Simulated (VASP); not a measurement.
A run of VASP 6.6.1 is set up as follows.

File INCAR:

```
PREC = Accurate
ENCUT = 800
EDIFF = 1E-8
ISMEAR = 0
SIGMA = 0.01
LREAL = False
LASPH = True
NELM = 100
ALGO = Normal
ISIF = 2
LWAVE = False
LCHARG = False
LEPSILON = True
```

Contents of KPOINTS:

```
regular mesh
0
Gamma
  12 12 10
```

POSCAR

```
Se
1.0
    4.3662000000      0.0000000000      0.0000000000
   -2.1831000000      3.7812401180      0.0000000000
    0.0000000000      0.0000000000      4.9536000000
Se
3
Direct
    0.7746000000      0.7746000000      0.0000000000
    0.0000000000      0.2254000000      0.6666666667
    0.2254000000      0.0000000000      0.3333333333
```

Potentials or basis: VASP PAW LDA potentials, release 64 (Se).

Run with:

```console
$ cat potpaw_LDA.64/Se/POTCAR > POTCAR
$ mpirun -np 1 vasp_std > vasp.out
```

Question: Predict the electronic dielectric tensor (diagonal).

Answer: 9.95, 9.95, 15.15.

Question: What does it give for the Born charges (mean of the diagonal)?

Answer: Se +0.00 e.

Question: Predict the band gap on the k mesh.

Answer: 0.91 eV, indirect (least direct gap 1.13 eV).

Electronic dielectric tensor:
```
 9.95  0.00  0.00
 0.00  9.95  0.00
 0.00  0.00 15.15
```

A k mesh can miss the band edges. As with any semilocal functional, this LDA gap is likely too small.
